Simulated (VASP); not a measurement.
Wanted: the native input for a VASP 6.6.1 run.

```yaml
Task: relaxation of cell and atoms
Functional: r2SCAN
Potentials_or_basis: VASP PAW PBE potentials, release 64 (Rh_pv)
Cutoff: 600 eV
k_mesh: 9 × 9 × 8
Occupations: gaussian, width 0.1 eV
Spin: no spin polarisation
Dipole_correction: no
Further_INCAR_settings: ALGO = Normal; EDIFF = 1e-06; IBRION = 2; EDIFFG = -0.04; NSW = 90; ISIF = 3
```

Rh:

```xyz
1
Lattice="2.5869 0.0000 0.0000 -1.2935 2.2403 0.0000 0.0000 0.0000 2.4171" Properties=species:S:1:pos:R:3 pbc="T T T"
Rh    0.0000    0.0000    0.0000
```

The cell was built by a generator and needn't be a form met in nature.

These files were run (other wordings do the same):

POSCAR

```
Rh
1.0
    2.5869034474      0.0000000000      0.0000000000
   -1.2934517237      2.2403241026      0.0000000000
    0.0000000000      0.0000000000      2.4171379086
Rh
1
Direct
    0.0000000000      0.0000000000      0.0000000000
```

INCAR.step1

```
PREC = Accurate
ENCUT = 600
ISMEAR = 0
SIGMA = 0.1
LREAL = F
LASPH = T
NELM = 100
GGA = PE
ALGO = Normal
EDIFF = 1E-4
LWAVE = T
LCHARG = F
```

INCAR.step2

```
PREC = Accurate
ENCUT = 600
EDIFF = 1E-6
ISMEAR = 0
SIGMA = 0.1
LREAL = F
LASPH = T
NELM = 100
ALGO = Normal
ISIF = 3
LWAVE = F
LCHARG = F
METAGGA = R2SCAN
LMIXTAU = T
IBRION = 2
NSW = 90
EDIFFG = -0.04
ISTART = 1
```

KPOINTS

```
regular mesh
0
Gamma
  9 9 8
```

Potentials or basis: VASP PAW PBE potentials, release 64 (Rh_pv).

Run with:

```sh
$ cat potpaw_PBE.64/Rh_pv/POTCAR > POTCAR
$ cp INCAR.step1 INCAR
$ mpirun -np 1 vasp_std > vasp.out
$ cp INCAR.step2 INCAR
$ mpirun -np 1 vasp_std > vasp.out
```

Results of the run:

```json
{
  "Relaxed volume": "14.99 Å³/atom",
  "Relaxed cell": "a = 2.615 Å, b = 2.615 Å, c = 2.531 Å, α = 90.00°, β = 90.00°, γ = 120.00°",
  "Space group after relaxing (to 0.05 Å)": "P6/mmm (No. 191)",
  "Energy gained by relaxing": "65.9 meV/atom",
  "Ionic steps": "9",
  "Pressure after relaxing": "0.0 GPa",
  "Band gap on the k mesh": "none (metal or under the smearing width)"
}
```

Caveat: the PAW data sets were made with another functional, which shifts forces and pressure a little.

Wall time 2.4 min on 1 thread of Intel(R) Xeon(R) Platinum 8488C (Sapphire Rapids) (shared host), peak memory 0.15 GiB.
